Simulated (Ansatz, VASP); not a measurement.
SnTe: VASP beside Ansatz

Contents of POSCAR:

```
SnTe
1.0
    0.0000000000      3.6935130688      3.6935130688
    3.6935130688      0.0000000000      3.6935130688
    3.6935130688      3.6935130688      0.0000000000
Sn Te
1 1
Direct
    0.0000000000      0.0000000000      0.0000000000
    0.7500000000      0.7500000000      0.7500000000
```

The input INCAR.step1:

```
SYSTEM = SnTe
  PREC = Accurate
  ENCUT = 520
  ISMEAR = 1
  SIGMA = 0.02
  LREAL = .False.
  LASPH = .True.
  NELM = 100
  NBANDS = 17
  GGA = PE
  ALGO = Normal
  EDIFF = 1E-4
  LWAVE = .True.
  LCHARG = .False.
```

The input INCAR.step2:

```
SYSTEM = SnTe
  PREC = Accurate
  ENCUT = 520
  EDIFF = 1E-7
  ISMEAR = 1
  SIGMA = 0.02
  LREAL = .False.
  LASPH = .True.
  NELM = 100
  ALGO = Normal
  ISIF = 2
  LWAVE = .False.
  LCHARG = .False.
  METAGGA = R2SCAN
  LMIXTAU = .True.
  NBANDS = 17
  ISTART = 1
```

KPOINTS

```
regular mesh
0
Gamma
  6 6 6
  0 0 0
```

Input for Ansatz:

```yaml
crystal:
  lattice:
    - [0.0, 3.6935130688420625, 3.6935130688420625]
    - [3.6935130688420625, 0.0, 3.6935130688420625]
    - [3.6935130688420625, 3.6935130688420625, 0.0]
  atoms:
    - { symbol: Sn, position: [0.0, 0.0, 0.0] }
    - { symbol: Te, position: [0.75, 0.75, 0.75] }
basis:
  ecutwfc: 550.0
kpoints:
  mp_grid:
    grid: [6, 6, 6]
hamiltonian:
  xc: r2scan
  pseudopotentials:
    kind: paw
scf:
  occupations:
    method: methfessel_paxton
    width: 0.02
output:
  stress: true
```

Measurements of this composition are mostly on another form, of space group No. 225.

Alike in both runs: task single point; functional r2SCAN; k mesh 6 × 6 × 6; occupations methfessel-paxton of order 1, width 0.02 eV; no spin polarisation.

|  | VASP | Ansatz |
| --- | --- | --- |
| version | VASP 6.6.1 | Ansatz 0.2.0 |
| potentials or method | VASP PAW PBE potentials, release 64 (Sn_d, Te) | plane waves, PAW |
| plane-wave cutoff (eV) | 520 | 550 |
| valence electrons in the cell | 20 | 30 |

```csv
,VASP,Ansatz,Ansatz less VASP
pressure (GPa),-2.0,-2.0,+0.01
```

The two sets of potentials don't hold the same shells in valence.

Caveats: the PAW data sets were made with another functional, which shifts forces and pressure a little (VASP). A k mesh can miss the band edges.
